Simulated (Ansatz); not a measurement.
# A Na vacancy next to a F vacancy in rocksalt NaF, 62 atoms, charge 0

All numbers come from Ansatz (PAW, plane waves, no spin–orbit coupling) at the single k point (¼, ¼, ¼) without its symmetry partners. The atoms were relaxed with PBEsol in a fixed cell; other functionals are single points on those atoms unless said otherwise. The valence top and gap of the host come from its small cell on a dense mesh, with the band extrema sought between the mesh points, lined up by the mean potential, PBEsol gap 6.20 eV, HSE06 gap 8.50 eV.

Cell: a = 9.260 Å, b = 9.260 Å, c = 9.260 Å, α = 90.00°, β = 90.00°, γ = 90.00°.

Nearest atoms after relaxation, from the placed atom (for vacancies from the middle of the vacant sites): F at 2.68 Å, F at 2.68 Å, F at 2.68 Å, F at 2.68 Å, Na at 2.69 Å, Na at 2.70 Å, Na at 2.70 Å, Na at 2.70 Å.

Chemical potentials μ are those of reference phases of the elements at zero temperature by the same functional (the usual solids, diamond for C, grey Sn, and the molecules H2, N2, O2, F2, Cl2, Br2 and S8).

```csv
functional,E(defect) − E(host) − Σ nμ + q·E_VBM (eV),monopole (eV),alignment (eV),formation energy at E_F = VBM (eV),moment (μB),"wall time, shared host"
PBEsol,6.98,0.00,0.00,6.98,0 (no spin),26 s on 7 threads of Neoverse-V2 (relaxation)
```

(1) Estimate the formation energy and moment that HSE06 gives on these atoms.

HSE06 one-electron levels near the gap (the ten most localised at most), from the host's valence top:

| level (eV) | spin | filling | atoms sharing it | element of the atom with most weight |
| --- | --- | --- | --- | --- |
| -0.11 | both | 2.00 | 8.8 | F |
| -0.08 | both | 2.00 | 11.1 | F |
| -0.05 | both | 2.00 | 9.9 | F |
| -0.05 | both | 2.00 | 10.3 | F |
| -0.04 | both | 2.00 | 10.7 | F |
| 0.01 | both | 2.00 | 8.6 | F |
| 0.08 | both | 2.00 | 6.7 | F |
| 0.12 | both | 2.00 | 8.1 | F |
| 0.13 | both | 2.00 | 4.0 | F |
| 0.19 | both | 2.00 | 6.4 | F |

All elements are taken at their own reference at once; growth conditions in equilibrium with the host shift these energies, by up to the host's formation enthalpy.

One k point and a cell of this size can leave errors of several tenths of an eV in such numbers.

## Answers

(1) 7.23 eV at E_F = VBM, moment 0 (no spin).
